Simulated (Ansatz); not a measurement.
## SrO: band structure with revPBE+D4

Crystal: SrO.

```
Sr O
1.0
     5.06323    0.00000    0.00000
     0.00000    5.06323    0.00000
     0.00000    0.00000    5.06323
Sr O
4 4
Direct
  0.50000 0.00000 0.00000
  0.00000 0.50000 0.00000
  0.00000 0.00000 0.50000
  0.50000 0.50000 0.50000
  0.00000 0.00000 0.00000
  0.00000 0.50000 0.50000
  0.50000 0.00000 0.50000
  0.50000 0.50000 0.00000
```

The cell isn't the ideal one: volume scaled by 0.96.

| Property | Result |
| --- | --- |
| Program | Ansatz 0.2.0 |
| Task | band structure |
| Functional | revPBE |
| Dispersion | D4 |
| Potentials or basis | Ansatz PAW |
| Cutoff | 420 eV (not typed: the program's choice for these potentials) |
| k mesh | 5 × 5 × 5 |
| Occupations | gaussian, width 0.1 eV |
| Spin | no spin polarisation |
| Path | [["G", "X", "M", "G", "R", "X"], ["M", "R"]] |
| Points for each segment of the path | 10 |

```
Pressure                : 6.8 GPa
Band gap on the k mesh  : 3.38 eV
Band gap along the path : 3.38 eV
```

Levels at the corners of the path, in eV from the valence-band top:
| point | band 29 | band 30 | band 31 | band 32 | band 33 | band 34 | band 35 | band 36 |
| --- | --- | --- | --- | --- | --- | --- | --- | --- |
| Γ | -0.04 | 0.00 | 0.00 | 0.00 | 3.38 | 3.38 | 3.38 | 4.48 |
| X | -0.12 | -0.12 | -0.12 | -0.12 | 4.52 | 4.52 | 6.25 | 6.25 |
| M | -0.38 | -0.38 | -0.38 | -0.38 | 6.41 | 6.41 | 6.41 | 6.41 |
| Γ | -0.04 | 0.00 | 0.00 | 0.00 | 3.38 | 3.38 | 3.38 | 4.48 |
| R | -1.20 | -1.20 | -1.20 | -1.20 | 6.86 | 6.86 | 6.86 | 6.86 |
| X | -0.12 | -0.12 | -0.12 | -0.12 | 4.52 | 4.52 | 6.25 | 6.25 |
| M | -0.38 | -0.38 | -0.38 | -0.38 | 6.41 | 6.41 | 6.41 | 6.41 |
| R | -1.20 | -1.20 | -1.20 | -1.20 | 6.86 | 6.86 | 6.86 | 6.86 |

Wall time 4.5 s on 4 threads of AMD EPYC 7R13 Processor (Zen 3), with other jobs on the host, peak memory 0.59 GiB.

Caveat: the pressure holds a Pulay correction of +0.3 GPa for the finite cutoff; the PAW data sets come from PBE, with cores solved anew for the run's functional, which leaves a small shift of forces and pressure.
